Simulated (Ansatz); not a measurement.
**MoS2 under changes of volume**

One of the cells (50.735 Å³/atom); the others are scaled copies at fixed shape and fractional positions:

```
Mo S
1.0
     3.18413    0.00000    0.00000
    -1.59206    2.75753    0.00000
     0.00000    0.00000   17.33460
Mo S
1 2
Direct
  0.00000 0.00000 0.00000
  0.33333 0.66667 0.91051
  0.33333 0.66667 0.08949
```

```yaml
Program: Ansatz 0.2.0
Functional: PBEsol
Potentials_or_basis: all-electron LAPW, scalar-relativistic
Cutoff: 262 eV (chosen from the basis error)
Basis_error_allowed: 0.001 eV/atom
k_mesh: 10 × 10 × 2
Occupations: fermi-dirac, width 0.05 eV
Spin: no spin polarisation
```

```tsv
volume (Å³/atom)	energy over the lowest point (meV/atom)	gap on the mesh (eV)	largest force (eV/Å)
47.690	?	?	?
48.705	3.03	1.85	0.563
49.720	0.00	1.79	0.194
50.735	4.01	1.73	0.148
51.749	14.31	1.68	0.464
52.764	30.27	1.63	0.755
53.779	51.27	1.58	1.025
```

Question: What does the run at 47.690 Å³/atom give?

Answer: Energy over the lowest point 13.91 meV/atom; gap on the mesh 1.91 eV; largest force 0.964 eV/Å.

Worked out: A Birch-Murnaghan fit of order 3 (a polynomial in V^(-2/3)) to the other rows has its minimum at 49.63 Å³/atom with B0 = V·E''(V) = 55 GPa and B' = 4.4 at fixed shape and positions, which overstates the stiffness. It gives 13.94 meV/atom at 47.690 Å³/atom, against the run's 13.91. A straight line through the other rows of the gap, of slope -2.71 eV per unit of ln V, extrapolates to 1.90 eV, against the run's 1.91.

Energies are extrapolated to zero smearing.

A mesh can miss the band edges. Spin-orbit coupling on Mo is left out.
